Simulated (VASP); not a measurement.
# BN, excitons by G0W0 and the Bethe-Salpeter equation: which settings are enough?

BN, sheet, 2 atoms in the cell. PBE, G0W0 and BSE; PAW potentials B_GW, N_GW (PBE set). VASP 6.6.1.

Wanted: first bright excitation within 0.08 eV; binding of the first excitation within 0.15 eV.

GW step before the BSE: G0W0.

POSCAR of the starting run:
```
BN
1.0
    2.5022435663      0.0000000000      0.0000000000
    3.7533653496      2.1670064949      0.0000000000
    0.0000000000      0.0000000000     12.0024561722
B N
1 1
Direct
    0.0000000000      0.0000000000      0.5001023196
    1.0000000000      0.6666666667      0.4998976804
```

The series start from Conduction bands in the pairs: 4; Valence bands in the pairs: 4; k mesh: 8 × 8 × 1; Vacuum (Å): 12. Each series keeps the choices made before it, and each single choice may use up half of a tolerance. Times cover all steps of a run.

## Conduction bands in the pairs

| Conduction bands in the pairs | First bright excitation (eV) | Binding of the first excitation (eV) | Time (s) |
|---|---|---|---|
| 1 | 5.253 | 2.25 | 37 |
| 2 | 5.250 | 2.25 | 38 |
| 4 | 5.243 | 2.26 | 39 |
| 6 (reference) | 5.240 | 2.27 | 41 |

Chosen: 1, the loosest value from which every tighter one stays within half of the tolerance.

## Valence bands in the pairs

| Valence bands in the pairs | First bright excitation (eV) | Binding of the first excitation (eV) | Time (s) |
|---|---|---|---|
| 1 | 5.254 | 2.25 | 36 |
| 2 | 5.254 | 2.25 | 37 |
| 3 | 5.253 | 2.25 | 37 |
| 4 (reference) | 5.253 | 2.25 | 37 |

Chosen: 1.

## k mesh

| k mesh | First bright excitation (eV) | Binding of the first excitation (eV) | Time (s) |
|---|---|---|---|
| 6 × 6 × 1 | 4.984 | 2.42 | 19 |
| 8 × 8 × 1 | 5.254 | 2.25 | 36 |
| 11 × 11 × 1 (reference) | 5.323 | 2.01 | 89 |

Chosen: 11 × 11 × 1; the next looser run is off by more than half of the tolerance, so convergence isn't shown beyond this value.

## Vacuum (Å)

| Vacuum (Å) | First bright excitation (eV) | Binding of the first excitation (eV) | Time (s) |
|---|---|---|---|
| 8 | 5.375 | 1.74 | 58 |
| 12 | 5.323 | 2.01 | 89 |
| 16 | 5.319 | 2.15 | 133 |
| 20 (reference) | 5.319 | 2.25 | 174 |

Chosen: 20; the next looser run is off by more than half of the tolerance, so convergence isn't shown beyond this value.

The choices weren't compared together with a run at all the tightest settings, so their joint error isn't shown.

## The input

INCAR.step1:
```
PREC     = Accurate       # precision mode
ENCUT    = 420            # plane-wave cutoff, eV
ISMEAR   = 0              # smearing method
SIGMA    = 0.02           # smearing width, eV
EDIFF    = 1E-8           # SCF threshold, eV
LASPH    = True           # aspherical terms in the spheres
KPAR     = 4            
LWAVE    = True           # write WAVECAR
LCHARG   = False          # write CHGCAR
```

INCAR.step2, as INCAR.step1 but for:
```
- EDIFF = 1E-8
+ EDIFF = 1E-7
+ ALGO = Exact
+ NELM = 1
+ LOPTICS = True
+ ISTART = 1
+ NBANDS = 84
+ NEDOS = 2000
```

INCAR.step3, as INCAR.step2 but for:
```
- EDIFF = 1E-7
- ALGO = Exact
- NELM = 1
- LOPTICS = True
- NEDOS = 2000
+ ALGO = EVGW0
+ NELMGW = 1
+ ENCUTGW = 80
+ NOMEGA = 48
+ NBANDSGW = 20
+ PRECFOCK = Fast
```

INCAR.step4, as INCAR.step3 but for:
```
- LWAVE = True
- ALGO = EVGW0
- NELMGW = 1
- NOMEGA = 48
- NBANDSGW = 20
+ LWAVE = False
+ ALGO = BSE
+ NBANDSO = 1
+ NBANDSV = 1
+ IBSE = 2
+ NBSEEIG = 4
+ ANTIRES = 0
+ OMEGAMAX = 25
+ CSHIFT = 0.15
+ NOMEGA = 1000
```

KPOINTS:
```
Automatic mesh
0
Gamma
  11 11 1
  0 0 0
```

POSCAR:
```
BN
1.0
    2.5022435663      0.0000000000      0.0000000000
    3.7533653496      2.1670064949      0.0000000000
    0.0000000000      0.0000000000     20.0024561722
B N
1 1
Direct
    0.0000000000      0.0000000000      0.5000613968
    1.0000000000      0.6666666667      0.4999386032
```

Commands (each step's output is kept before the next begins):
```
cat potpaw_PBE.64/B_GW/POTCAR potpaw_PBE.64/N_GW/POTCAR > POTCAR
cp INCAR.step1 INCAR
mpirun -np 4 vasp_std > vasp.out
cp INCAR.step2 INCAR
mpirun -np 4 vasp_std > vasp.out
cp INCAR.step3 INCAR
mpirun -np 4 vasp_std > vasp.out
cp INCAR.step4 INCAR
mpirun -np 4 vasp_std > vasp.out
```

Limits: The Coulomb interaction isn't cut off between the sheet's copies, so the quasiparticle gap and the binding go on moving with the vacuum; bands, mesh and cutoff of the G0W0 step are small, so absolute energies aren't converged; the pairs hold 1 valence and 1 conduction bands, and what lies beyond is missing from ε.

The chosen input took VASP 6.6.1 174 s on 4 cores (Intel Xeon 6975P-C (Granite Rapids)), a shared host.
